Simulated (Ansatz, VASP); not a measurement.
# GaN: VASP beside Ansatz, part 2 of 2

Aim: how closely do two programs agree when they are given the same cell, functional and k mesh? The cell is taken from a series of runs on this material, whose earlier steps may have relaxed, scaled, displaced or heated it; both programs get it as it stands.

VASP 6.6.1 and Ansatz 0.2.0.

So far: The structure; VASP: zone-centre phonons, LDA.

## 3. Ansatz: zone-centre phonons, LDA

Level of this step: Ansatz beside VASP: Kohn-Sham DFT, plane waves, LDA (Ansatz).

Ansatz runs on its PAW soft_1 files.

The same cell, functional (in two slightly different forms) and mesh now go to Ansatz, which takes its cutoff from its data sets.

Input file input.yaml:

```yaml
crystal:
  lattice:
    - [0.0, 2.2606752072, 2.1384984124]
    - [2.2606752072, 0.0, 2.1384984124]
    - [2.2606752072, 2.2606752072, 0.0]
  atoms:
    - { symbol: "N", position: [0.25, 0.25, 0.25] }
    - { symbol: Ga, position: [0.0, 0.0, 0.0] }
kpoints:
  mp_grid: { grid: [12, 12, 12] }
hamiltonian:
  xc: lda
  pseudopotentials: { kind: paw, azcp: { folder: soft_1 }, xc_functional: pbe }
scf:
  occupations: { method: fixed }
output:
  eigenvalues: true
phonons:
  method: dfpt
  dielectric: true
  rigid_motions: translations
```

The run is started by

```console
$ ansatz run input.yaml --threads 4 --pin off --max-ram 10240MiB --backend cpu --events-out ev --progress --plain --runs-dir out
```

Numbers of over 12 decimals in the logs are rounded to 6 here.

Log:

```text
Engine: ansatz 0.2.0, aarch64-unknown-linux-gnu
Pseudopotentials: kind: paw
Pseudopotential: N, paw, valence charge 5, recommended cutoff 420 eV (normal), soft_1/N.paw.azcp
Pseudopotential: Ga, paw, valence charge 13, recommended cutoff 420 eV (normal), soft_1/Ga.paw.azcp
Functional definition: SPW92
  exchange = slater_x
  correlation = pw_c
Crystal: 2 atoms, lattice volume = 21.858 Å³
Basis set: ecut = 420 eV, 427 PW (Γ), exchange–correlation on 48×48×48 points (8 copies of the dense FFT grid, shifted against one another)
Bands: 13, of which v1, the nominal top of the filled ones, is band 9 counted from 1 (8 counted from 0)
Symmetry: 8 space group operations
k-points: 868 of 1728 (irreducible under 1 space group operation, time reversal used)
Non-local potential: N, projectors of the file, l = 0: 2, l = 1: 2, l = 2: 1
Non-local potential: Ga, projectors of the file, l = 0: 2, l = 1: 2, l = 2: 3, l = 3: 1
PAW form: soft (Blöchl's): semilocal exchange-correlation on the pseudo side does not see the compensation charge
PAW frozen core: N, regenerated for the run's functional, and the local potential with it (the file was generated under x = pbe(κ = 0.804, μ = 0.219515), c = pbe(β = 0.066725))
PAW frozen core: Ga, regenerated for the run's functional, and the local potential with it (the file was generated under x = pbe(κ = 0.804, μ = 0.219515), c = pbe(β = 0.066725))
PAW one-centre angular grid: N, 110 points (default); XC on 64 Gauss nodes
PAW one-centre angular grid: Ga, 590 points (default); XC on 64 Gauss nodes
Initial density: superposition of atomic densities (chi_scale 0.1, normalization cell, long waves kept (reshape's long-wave potential 0.00 eV rms))
Initial wavefunctions: pseudopotential atomic-orbital guess
Functional: x = slater, c = lda
SCF iter   1: F=—  HF=-4082.726350 eV  |F-HF|=—  |Δ(HF+E_count)|=         —  Δρ=1.08e-1  dr2=2.26e0  ethr=3.10e-3  ⟨swp⟩=4.0  Hψ=50156  notcnv=0  defer=1119
preconditioner: auto → none  [insulator: Δε(μ)=2.770 eV  Ē_g=19.398 eV  n_scr=8 (ndim 8)  ℏωp=33.7 eV  f_vac=0.000  ε∞_Penn≈4.0]
SCF iter   2: F=—  HF=-4082.196228 eV  |F-HF|=—  |Δ(HF+E_count)|=   5.30e-1  Δρ=5.92e-2  dr2=4.69e-1  ethr=3.10e-3  ⟨swp⟩=2.1  Hψ=27512  notcnv=0  defer=257
SCF iter   3: F=—  HF=-4082.079928 eV  |F-HF|=—  |Δ(HF+E_count)|=   1.16e-1  Δρ=1.91e-2  dr2=3.94e-2  ethr=2.60e-3  ⟨swp⟩=2.0  Hψ=15715  notcnv=0  defer=1734
SCF iter   4: F=—  HF=-4082.072184 eV  |F-HF|=—  |Δ(HF+E_count)|=   7.74e-3  Δρ=7.78e-3  dr2=5.69e-3  ethr=2.19e-4  ⟨swp⟩=2.0  Hψ=22105  notcnv=0  defer=1736
SCF iter   5: F=—  HF=-4082.069359 eV  |F-HF|=—  |Δ(HF+E_count)|=   2.83e-3  Δρ=8.72e-4  dr2=4.59e-5  ethr=3.16e-5  ⟨swp⟩=2.0  Hψ=20545  notcnv=0  defer=1736
SCF iter   6: F=—  HF=-4082.069346 eV  |F-HF|=—  |Δ(HF+E_count)|=   1.31e-5  Δρ=1.29e-4  dr2=1.67e-6  ethr=2.55e-7  ⟨swp⟩=2.0  Hψ=16524  notcnv=0  defer=45
SCF iter   7: F=—  HF=-4082.069345 eV  |F-HF|=—  |Δ(HF+E_count)|=   6.59e-7  Δρ=1.33e-5  dr2=1.78e-8  ethr=9.26e-9  ⟨swp⟩=2.4  Hψ=15591  notcnv=0  defer=2
SCF iter   8: F=—  HF=-4082.069345 eV  |F-HF|=—  |Δ(HF+E_count)|=   2.45e-9  Δρ=9.06e-7  dr2=1.12e-10  ethr=9.86e-11  ⟨swp⟩=2.0  Hψ=15450  notcnv=0  defer=2
SCF iter   9: F=-4082.069345 eV  HF=-4082.069345 eV  |F-HF|=4.55e-13  |Δ(HF+E_count)|=  2.23e-11  Δρ=4.93e-8  dr2=1.85e-13  ethr=1.00e-12  ⟨swp⟩=6.0  Hψ=59109  notcnv=0
SCF 1 converged in 9 iterations: F = -4082.069345 eV  dr2 = 1.85e-13
  greatest PAW one-centre occupation: 0.996 electrons in one spin orbital (limit 2), on the Ga atom at site 1 (counted from 0), in its partial waves of l = 2
NSCF: frozen V_eff on 3 k-points
DFPT response loops at Γ: preconditioner auto → none (the input reference at scf.mixing.eps_inf says where Resta's filter doesn't serve); β = 0.50; Broyden in place of MSR1
── the response to a field inside a basis, on 12×12×12 k-points: an SCF that follows is theirs, and a resumed run solves both again ──
Bands: 10, of which v1, the nominal top of the filled ones, is band 9 counted from 1 (8 counted from 0)
k-points: 468 of 1728 (irreducible under 2 space group operations, time reversal used)
Initial density: handed on by an earlier stage of this run
Initial wavefunctions: pseudopotential atomic-orbital guess (no wavefunctions were taken with the density)
Eigensolver: Dense (468 Hₖ)
SCF iter   1: F=—  HF=-4082.071674 eV  |F-HF|=—  |Δ(HF+E_count)|=         —  Δρ=5.18e-4  dr2=1.00e-5  ethr=1.00e-1
preconditioner: auto → none  [insulator: Δε(μ)=2.132 eV  Ē_g=15.475 eV  n_scr=8 (ndim 8)  ℏωp=33.7 eV  f_vac=0.000  ε∞_Penn≈5.7]
SCF iter   2: F=—  HF=-4082.071673 eV  |F-HF|=—  |Δ(HF+E_count)|=   1.22e-6  Δρ=2.83e-4  dr2=4.75e-6  ethr=5.56e-8
SCF iter   3: F=—  HF=-4082.071674 eV  |F-HF|=—  |Δ(HF+E_count)|=   1.14e-6  Δρ=1.14e-4  dr2=2.39e-6  ethr=2.64e-8
SCF iter   4: F=-4082.071673 eV  HF=-4082.071673 eV  |F-HF|=5.11e-9  |Δ(HF+E_count)|=   1.06e-6  Δρ=1.38e-5  dr2=1.52e-8  ethr=1.33e-8
SCF 1 converged in 4 iterations: F = -4082.071673 eV  dr2 = 1.52e-8
DFPT response loops at Γ: mixed as the last ones told, above
SCF converged after 9 iterations
Free energy (F): -4082.069345 eV
Harris-Foulkes:  -4082.069345 eV  (|F-HF|=4.55e-13)
Internal energy: -4082.069345 eV  (E = F + TS)
E sigma→0 (E₀):  -4082.069345 eV
Fermi energy:    10.144993 eV
--- Per-component energies (eV) ---
  E_band       = -1.974246
  E_kinetic    = 242.225803
  E_local      = -1380.097725  (includes V_loc(G=0)·N_el)
  E_nonlocal   = -51.742924
  E_hartree    = 879.604205
  E_xc         = -122.004309
  E_vxc        = -131.641719  (∫ρ·V_xc dr)
  E_paw        = -2039.368211  (= ΣΔE_a)
  E_vpaw       = -439.926762  (= ΣTr[D̂ρ^β])
  E_aug_tail   = 0.000683  (compensation charges beyond the density's cutoff)
  E_ewald      = -1612.495393
  E_core_change = 1.808525  (= ΣΔE_core)
  E_smearing   = -0.000000  (= −TS)
  E_closure    = -0.000000  (closes the sum)
  Σ components = -4082.069345   (vs F -4082.069345, Δ=0.00e0)
--- Band table (eV; the first three rows and the last of 868) ---
  k-point 0: bands = [... 5 lower, -3.2934, 9.9033, 9.9033, 10.1450, 12.0147, 20.3202, 20.4721, 20.4721]
  k-point 1: bands = [... 5 lower, -3.2953, 9.1679, 9.8133, 10.0025, 12.6352, 19.9864, 20.5669, 20.5700]
  k-point 2: bands = [... 5 lower, -3.2976, 7.6851, 9.5784, 9.8086, 13.5633, 19.2718, 20.7104, 20.9172]
  k-point 867: bands = [... 5 lower, -1.9036, 2.5719, 8.7419, 9.1517, 14.7578, 18.8274, 20.0132, 20.9759]
--- Phonons (Γ-DFPT): 4 representative perturbations + reference, on 868 of 1728 k-points (Σ response iterations 12) ---
  k mesh reduced under 1 symmetry operation, with k and −k counted as one. Each operation leaves every solved perturbation unchanged. A smaller set is not considered because the run solves the response to a homogeneous field
  ASR residual: 4.822e-5 → 0.000e0 eV/Å²; symmetrization residual: 1.802e-6 eV/Å²
  ASR residual per site (eV/Å²): 2.33e-6 4.82e-5
  Γ frequencies (cm⁻¹): 0.00 0.00 0.00 546.66 565.86 565.86
  ε∞ (high-frequency dielectric tensor):
        5.759792    -0.000000    -0.000000
       -0.000000     5.759792    -0.000000
       -0.000000    -0.000000     5.668475
  ε⁰ (static dielectric tensor: ions relaxed, cell fixed):
       10.043564    -0.000000    -0.000000
       -0.000000    10.043564    -0.000000
       -0.000000    -0.000000     9.926150
  ε⁰ − ε∞ (ionic part):
        4.283771    -0.000000    -0.000000
       -0.000000     4.283771    -0.000000
       -0.000000    -0.000000     4.257676
  softest optical mode at Γ: 546.66 cm⁻¹; the repairs (sum rule, projections) moved no ω² at Γ by more than (0.63 cm⁻¹)²
  Born effective charges Z* (e; rows j = field, columns β = displacement):
    site 0:
        -2.66589    0.00000   -0.00000
         0.00000   -2.66589    0.00000
         0.00000    0.00000   -2.56755
    site 1:
         2.66589   -0.00000    0.00000
        -0.00000    2.66589   -0.00000
        -0.00000   -0.00000    2.56755
  Z* charge neutrality: 1.018e-3 e pre-enforcement
  solved inside a basis spanned on kpoints, on 12×12×12 k-points, its susceptibility summed on 16×16×16: ε∞ is read to err by 1.5e-2, Z* by 1.4e-2 e (field_mesh: kpoints solves on kpoints); Z* is corrected for what the basis lacks
  optical modes at Γ without the LO–TO term, one row a degenerate level:
      ω (cm⁻¹)  modes    IR ((D/Å)²/amu)
        546.66      1            13.0395
        565.86      2            28.1149
  optical modes at Γ + LO–TO along q̂ = [1.0000, 0.0000, 0.0000]:
      ω (cm⁻¹)  modes    IR ((D/Å)²/amu)
        546.66      1            13.0395
        565.86      1            14.0575
        747.23      1            14.0575
  optical modes at Γ + LO–TO along q̂ = [0.0000, 1.0000, 0.0000]:
      ω (cm⁻¹)  modes    IR ((D/Å)²/amu)
        546.66      1            13.0395
        565.86      1            14.0575
        747.23      1            14.0575
  optical modes at Γ + LO–TO along q̂ = [0.0000, 0.0000, 1.0000]:
      ω (cm⁻¹)  modes    IR ((D/Å)²/amu)
        565.86      2            28.1149
        723.39      1            13.0395
```

In the SCF lines HF is the Harris–Foulkes energy and dr2 the Hartree energy of the density residual, in eV; the loop may stop once dr2 is under the threshold and the program's other checks hold. Hψ counts applications of the Hamiltonian.

## 4. Side by side

Known differences besides the potentials themselves: fixed occupations in Ansatz, narrow Gaussian smearing in VASP; VASP's response is taken on the typed mesh, Ansatz refines its own for the field response alone; the cutoff is 420 eV in Ansatz and 600 eV in VASP; VASP's log shows a relativistic correction to its local exchange, Ansatz's none; VASP's log repeats an internal error in its field response. Total energies have different zeros and are not compared.

Compared:

| quantity | Ansatz | VASP | difference |
| --- | --- | --- | --- |
| ε∞ xx | 5.76 | 5.71 | +0.92 % |
| ε∞ yy | 5.76 | 5.71 | +0.92 % |
| ε∞ zz | 5.67 | 5.63 | +0.65 % |
| Born charge of N1 (mean of the diagonal) (e) | -2.63 | -2.63 | -0.01 |
| Born charge of Ga2 (mean of the diagonal) (e) | 2.63 | 2.63 | +0.01 |
| optical mode 1 (cm⁻¹) | 546.7 | 550.8 | -0.76 % |
| optical mode 2 to 3 (cm⁻¹) | 565.9 | 570.7 | -0.86 % |

Modes are paired by rising frequency, not by their patterns, so a pair may set unlike modes beside each other; they are those without the splitting of longitudinal modes.

## 5. What came out

| Item | Value |
| --- | --- |
| r.m.s. difference of the optical zone-centre modes, each program's sorted by frequency (zone-centre phonons, LDA) | 4.7 cm⁻¹ |
| difference in ε∞ xx (zone-centre phonons, LDA) | +0.9 % |

The r.m.s. difference of the optical zone-centre modes, each program's sorted by frequency is 4.7 cm⁻¹ (zone-centre phonons, LDA). Among the rows given in per cent, the largest difference of the zone-centre phonons, LDA pair is in ε∞ xx, +0.9 %. How closely two codes agree says nothing of how well the functional describes the real material.

[Lines on the potential files, build, host, timing and source positions are cut from VASP's logs without a mark.]

[Logs are printed without paths, hosts, clocks, repeated set-up lines and the standing remarks that a program may print on its own settings, such as how far it seeks lower states.]

[Hosts, paths, dates, database ids (printed as entryN), source tags and the programs' standing remarks are cut or masked in the printed files.]
